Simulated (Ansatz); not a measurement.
The elements of this relaxed crystal are hidden behind letters.

```
lattice vectors (Å)
   0.0000    3.2547    3.2547
   3.2547    0.0000    3.2547
   3.2547    3.2547    0.0000
fractional positions
X 0.0000 0.0000 0.0000
Z 0.7500 0.7500 0.7500
```

Level of theory: DFT PBE, scalar-relativistic, plane waves, PAW (Ansatz 0.2.0). Cutoff 420 eV, Γ-centred 8×8×8 mesh (2-atom cell), Gaussian smearing of 0.02 eV, no spin polarisation.

| Quantity | Value |
| --- | --- |
| Space group | F-43m (No. 216) |
| Conventional cell | a = 6.509 Å |
| Volume per atom | 34.48 Å³ |
| Density | 3.66 g/cm³ |
| Formation energy | −0.882 eV/atom |
| Gap on the 8×8×8 mesh of the 2-atom cell | 2.33 eV |

Energies are uncorrected and count from the elements' standard states at the same level.

**Question.** X is an s-block element of period 3 and Z is a p-block element of period 5. Which elements are they?

**Answer.** X = Mg, Z = Te, so the formula is MgTe, here in the zinc blende type. Density times volume gives a mean mass of 3.66 × 34.48/1.6605 = 76.0 u per atom, and this set has 76.0 u. Among the elements that the hints allow, noble gases aside, only these give it. Mg has 4 Te at 2.82 Å; around Te lie 4 Mg at 2.82 Å.

Spin–orbit coupling, which can matter for Te, is left out. Kohn–Sham gaps at this level usually fall short of measured ones. The missing spin–orbit coupling can work the other way here. Symmetry constrained the relaxation, so the result can be a saddle point.
